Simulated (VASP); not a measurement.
Input:

```
CELL_PARAMETERS angstrom
      0.00000     2.88918     2.88918
      2.88918     0.00000     2.88918
      2.88918     2.88918     0.00000
ATOMIC_POSITIONS crystal
  Na 0.00000 0.00000 0.00000
  Br 0.50000 0.50000 0.50000
```

Computed with LDA (Ceperley-Alder, Perdew-Zunger), VASP's LDA PAW potentials (set 64) (plane waves; VASP). Settings: 530 eV cut-off, 7×7×7 Γ-centred mesh, Gaussian smearing of 0.050 eV, potentials Na_pv Br.

**Question.** Give the elastic stiffness tensor with the ions relaxed (GPa, in the frame of the cell).

**Answer.** 
```json
[
 {"": "xx", "xx": "59.1", "yy": "11.3", "zz": "11.3", "yz": "0.0", "xz": "0.0", "xy": "0.0"},
 {"": "yy", "xx": "11.3", "yy": "59.1", "zz": "11.3", "yz": "0.0", "xz": "0.0", "xy": "0.0"},
 {"": "zz", "xx": "11.3", "yy": "11.3", "zz": "59.1", "yz": "0.0", "xz": "0.0", "xy": "0.0"},
 {"": "yz", "xx": "0.0", "yy": "0.0", "zz": "0.0", "yz": "10.2", "xz": "0.0", "xy": "0.0"},
 {"": "xz", "xx": "0.0", "yy": "0.0", "zz": "0.0", "yz": "0.0", "xz": "10.2", "xy": "0.0"},
 {"": "xy", "xx": "0.0", "yy": "0.0", "zz": "0.0", "yz": "0.0", "xz": "0.0", "xy": "10.2"}
]
```

**Question.** Predict the Hill bulk modulus, Hill shear modulus, Young's modulus, Poisson's ratio.

**Answer.** 
| Item | Result |
|---|---|
| Hill bulk modulus | 27.2 GPa |
| Hill shear modulus | 14.5 GPa |
| Young's modulus | 36.9 GPa |
| Poisson's ratio | 0.274 |

The compound is NaBr in the rock salt structure. It was relaxed first, which changed the volume by -9 %.
